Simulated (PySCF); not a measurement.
Numbering as in the mapped SMILES `[CH:1]1=[CH:2][C@H:3]2[CH2:4][CH2:5][C@@H:6]1[CH2:7]2` (H(Xn): hydrogen on atom n). Ha(C4), Ha(C5) are cis to C1 on the ring; Ha(C7) is cis to C4 on the ring; Hb(C4), Hb(C5) are trans to C1 on the ring; Hb(C7) is trans to C4 on the ring.

[PySCF: GIAO PBE0/pcSseg-1 shieldings; PBE0-D3(BJ)/def2-SVP geometry; one averaged value for each set of equivalent atoms; single conformer; isolated molecule; non-relativistic]

Referencing at the same level of theory: ¹³C (σ = 184.41 ppm), ¹H (σ = 31.27 ppm) against TMS.

```tsv
atoms	nucleus	count	δ (ppm)
Hb(C4)/Hb(C5)	¹H	2	1.61
C1/C2	¹³C	2	?
C3/C6	¹³C	2	44.6
Hb(C7)	¹H	1	1.27
C4/C5	¹³C	2	27.0
C7	¹³C	1	51.9
Ha(C7)	¹H	1	0.95
H(C1)/H(C2)	¹H	2	?
Ha(C4)/Ha(C5)	¹H	2	?
H(C3)/H(C6)	¹H	2	2.63
```

Q: Complete the table.

A: 
- C1/C2: 145.6 ppm, alkene CH; an sp2 carbon of a C=C bond
- H(C1)/H(C2): 6.27 ppm, hydrogen on an alkene CH; olefinic region
- Ha(C4)/Ha(C5): 0.91 ppm, hydrogen on an sp3 CH2 in a ring

Shifts are as computed. Against solution values, carbons near 30 ppm lie about +2 ppm off and those near 130 ppm about +4 ppm. Of 246 compounds with measured shifts, 49 miss one by over three times the rms of a fit or turn the order of signals round; such compounds aren't used in these exercises.
